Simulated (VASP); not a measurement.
Set up this calculation in VASP 6.6.1, as the native input.

| Item | Value |
| --- | --- |
| Task | relaxation of cell and atoms |
| Functional | PBE |
| Potentials or basis | VASP PAW PBE potentials, release 64 (Pb, Se) |
| Cutoff | 300 eV |
| k mesh | 4 × 4 × 4 |
| Occupations | gaussian, width 0.03 eV |
| Spin | no spin polarisation |
| Further INCAR settings | ALGO = Normal; EDIFF = 1e-07; IBRION = 2; EDIFFG = -0.005; NSW = 90; ISIF = 3 |

The structure of PbSe (Clausthalite) lies in POSCAR:

```
PbSe                                    
1.0
    0.0000000000      3.1027127606      3.1027127606
    3.1027127606      0.0000000000      3.1027127606
    3.1027127606      3.1027127606     -0.0000000000
  Pb              Se            
     1     1
Direct
     0.0000000000000000    0.0000000000000000    0.0000000000000000
     0.5000000000000000    0.5000000000000000    0.5000000000000000
```

These files were run (other wordings do the same):

INCAR

```
  PREC = Accurate
  ENCUT = 300
  EDIFF = 1E-7
  ISMEAR = 0
  SIGMA = 0.03
  LREAL = F
  LASPH = T
  NELM = 80
  ALGO = Normal
  ISIF = 3
  LWAVE = F
  LCHARG = F
  GGA = PE
  IBRION = 2
  NSW = 90
  EDIFFG = -0.005
```

KPOINTS

```
Automatic mesh
0
Gamma
  4 4 4
```

Potentials or basis: VASP PAW PBE potentials, release 64 (Pb, Se).

Command:

```sh
$ cat potpaw_PBE.64/Pb/POTCAR potpaw_PBE.64/Se/POTCAR > POTCAR
$ mpirun -np 1 vasp_std > vasp.out
```

It gave:

```json
{"Pressure after relaxing": "0.0 GPa", "Band gap on the k mesh": "0.42 eV, direct"}
```

Caveat: the k mesh is coarse (spacing up to 0.44 Å⁻¹), so the values aren't converged; the relaxation stopped at its first step, so nothing moved; spin-orbit coupling is left out, which as a rule narrows the gap of such compounds by several tenths of an eV.

Wall time 6.7 s on 1 thread of AMD EPYC 7R13 Processor (Zen 3), on a shared host, peak memory 0.12 GiB.
